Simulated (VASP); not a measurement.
# BaO in VASP 6.6.1, single-point calculation

INCAR

```
EDIFF = 1E-7
ISIF = 2
NSW = 0
LASPH = .TRUE.
PREC = Accurate
SIGMA = 0.02
NBANDS = 48
NELM = 120
ISMEAR = -1
LREAL = .FALSE.
ISYM = 1
LCHARG = .FALSE.
ENCUT = 520
GGA = PE
LWAVE = .FALSE.
IBRION = -1
```

KPOINTS

```
KPOINTS created by Atomic Simulation Environment
0
Gamma
8 8 8
0 0 0
```

POSCAR

```
Ba O
 1.0000000000000000
     0.0000000000000000    2.8273815351999998    2.8273815351999998
     2.8273815351999998    0.0000000000000000    2.8273815351999998
     2.8273815351999998    2.8273815351999998    0.0000000000000000
 Ba  O
   1   1
Cartesian
  0.0000000000000000  0.0000000000000000  0.0000000000000000
  2.8273815351999998  2.8273815351999998  2.8273815351999998
```

The recommended PBE PAW datasets give the neutral cell 16 valence electrons.

Command

```
mpirun -np 1 vasp_std
```

OSZICAR

```
N       E                     dE             d eps       ncg     rms          rms(c)
DAV:   1     0.866078939716E+02    0.86608E+02   -0.57691E+03  2784   0.304E+02
DAV:   2    -0.117249315124E+02   -0.98333E+02   -0.90798E+02  3376   0.106E+02
DAV:   3    -0.144048037567E+02   -0.26799E+01   -0.26538E+01  3512   0.147E+01
DAV:   4    -0.144119045986E+02   -0.71008E-02   -0.70999E-02  3216   0.776E-01
DAV:   5    -0.144119166066E+02   -0.12008E-04   -0.12008E-04  3360   0.296E-02    0.935E+00
DAV:   6    -0.121077241501E+02    0.23042E+01   -0.12529E+00  3184   0.658E+00    0.624E+00
DAV:   7    -0.118348857773E+02    0.27284E+00   -0.16144E-01  3136   0.210E+00    0.219E+00
DAV:   8    -0.118219856949E+02    0.12900E-01   -0.13087E-01  3248   0.135E+00    0.785E-01
DAV:   9    -0.118041294964E+02    0.17856E-01   -0.24076E-03  3136   0.430E-01    0.174E-01
DAV:  10    -0.118060099116E+02   -0.18804E-02   -0.18598E-03  3280   0.149E-01    0.773E-02
DAV:  11    -0.118058896317E+02    0.12028E-03   -0.35352E-05  3448   0.423E-02    0.148E-02
DAV:  12    -0.118059061127E+02   -0.16481E-04   -0.25232E-05  3200   0.167E-02    0.462E-03
DAV:  13    -0.118059067706E+02   -0.65791E-06   -0.11655E-06  3480   0.405E-03    0.291E-03
DAV:  14    -0.118059067287E+02    0.41871E-07   -0.13059E-07  3240   0.151E-03
   1 F= -.11805907E+02 E0= -.11805907E+02  d E =-.143825E-11
```

From OUTCAR

```
k-points           NKPTS =     29   k-points in BZ     NKDIM =     29   number of bands    NBANDS=     48

   NELECT =      16.0000    total number of electrons

   dimension x,y,z NGX =    30 NGY =   30 NGZ =   30
   dimension x,y,z NGXF=    60 NGYF=   60 NGZF=   60

  energy-cutoff  :      520.00
  volume of cell :       45.20
      direct lattice vectors                 reciprocal lattice vectors
     0.000000000  2.827381535  2.827381535    -0.176842069  0.176842069  0.176842069
     2.827381535  0.000000000  2.827381535     0.176842069 -0.176842069  0.176842069
     2.827381535  2.827381535  0.000000000     0.176842069  0.176842069 -0.176842069

 k-points in reciprocal lattice and weights: KPOINTS created by Atomic Simulation Env
   0.00000000  0.00000000  0.00000000       0.002
   0.12500000  0.00000000  0.00000000       0.016
   0.25000000  0.00000000  0.00000000       0.016
   0.37500000  0.00000000  0.00000000       0.016
   0.50000000  0.00000000  0.00000000       0.008
   0.12500000  0.12500000  0.00000000       0.012
   0.25000000  0.12500000  0.00000000       0.047
   0.37500000  0.12500000  0.00000000       0.047
   ...

 E-fermi :   1.9096

 k-point     1 :       0.0000    0.0000    0.0000
  band No.  band energies     occupation
      1     -24.4669      2.00000
      2     -13.3750      2.00000
      3      -9.0880      2.00000
      4      -9.0880      2.00000
      5      -9.0880      2.00000
      6       1.2721      2.00000
      7       1.2721      2.00000
      8       1.2721      2.00000
      9       4.7508      0.00000
     10       6.1681      0.00000
     11       6.1681      0.00000
     12       6.1681      0.00000
     13       8.2819      0.00000
     14       8.2819      0.00000
     15      11.3800      0.00000
     16      19.9029      0.00000
     17      19.9029      0.00000
     18      19.9029      0.00000
     19      24.2246      0.00000
     20      24.2246      0.00000
     21      24.2246      0.00000
     22      26.8684      0.00000
     23      26.8684      0.00000
     24      26.8684      0.00000
     25      27.4786      0.00000
     26      28.3190      0.00000
     27      28.3190      0.00000
     28      29.3247      0.00000
     29      29.3247      0.00000
     30      29.3247      0.00000
     31      34.8350      0.00000
     32      35.9197      0.00000
     33      35.9197      0.00000
     34      40.5369      0.00000
     35      40.5369      0.00000
     36      40.5369      0.00000
     37      42.0417      0.00000
     38      42.0779      0.00000
     39      42.0779      0.00000
     40      42.0779      0.00000
     41      44.6960      0.00000
     42      44.6960      0.00000
     43      44.6960      0.00000
     44      44.7380      0.00000
     45      44.7380      0.00000
     46      44.7380      0.00000
     47      46.2309      0.00000
     48      46.2309      0.00000

 ...

  Total       -0.3893298     -0.3893298     -0.3893298     -0.0000000     -0.0000000     -0.0000000
  in kB      -13.7989159    -13.7989159    -13.7989159     -0.0000000     -0.0000000     -0.0000000
  external PRESSURE =     -13.7989159 kB  Pullay stress =       0.0000000 kB

 POSITION                                       TOTAL-FORCE (eV/Angst)
 -----------------------------------------------------------------------------------
      0.00000      0.00000      0.00000         0.000000     -0.000000     -0.000000
      2.82738      2.82738      2.82738        -0.000000      0.000000      0.000000
 -----------------------------------------------------------------------------------
    total drift:                                0.000000      0.000000      0.000000

  FREE ENERGIE OF THE ION-ELECTRON SYSTEM (eV)
  ---------------------------------------------------
  free  energy   TOTEN  =       -11.8059067287 eV

  energy  without entropy=      -11.8059067287  energy(sigma->0) =      -11.80590673
```

It converged. Results: gap between bands v and c on the k mesh 2.17 eV; least direct gap on the k mesh 2.17 eV; pressure -1.4 GPa. Band v is the last that the valence electrons fill when counted band by band, and c is the next.

For comparison, a separate PBE run of the intended cell, on usual settings and not on those above, gives a gap of 2.17 eV on its mesh and a pressure of -1.4 GPa.

The run above took about 56 s on one core of a shared host (Intel Xeon Platinum 8488C) and held 0.19 GiB at most.
